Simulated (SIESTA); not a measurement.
CdSe:

```
CELL_PARAMETERS angstrom
0.00000 3.07027 3.07027
3.07027 0.00000 3.07027
3.07027 3.07027 0.00000
ATOMIC_POSITIONS crystal
Cd 0.00000 0.00000 0.00000
Se 0.25000 0.25000 0.25000
```

Measurements of this composition are mostly on another form, of space group No. 186.

Base run:

* Program: SIESTA 5.4.2
* Functional: LDA
* Potentials or basis: PseudoDojo 0.4 standard (LDA files)
* Basis: DZP (energy shift 0.003 Ry; two zetas on semicore shells)
* Grid cutoff: 800 Ry
* Energy shift: 0.003 Ry
* k mesh: 8 × 8 × 8
* Occupations: fermi-dirac, width 0.05 eV
* Spin: no spin polarisation

Its results: band gap on the k mesh 0.52 eV, direct; pressure -3.1 GPa.

Task: The run is repeated on the same cell with these changes: functional from LDA to vdW-DF-cx; potentials or basis from PseudoDojo 0.4 standard (LDA files) to PseudoDojo 0.4 standard (PBE files). What comes out?

Result: Band gap on the k mesh 0.70 eV, direct; pressure -0.6 GPa.

Caveats: the basis of atomic orbitals isn't converged, which shifts pressures, moduli and gaps; the potentials were made for another functional, which shifts forces and pressure (some runs).

Not every run made on this cell is shown here.
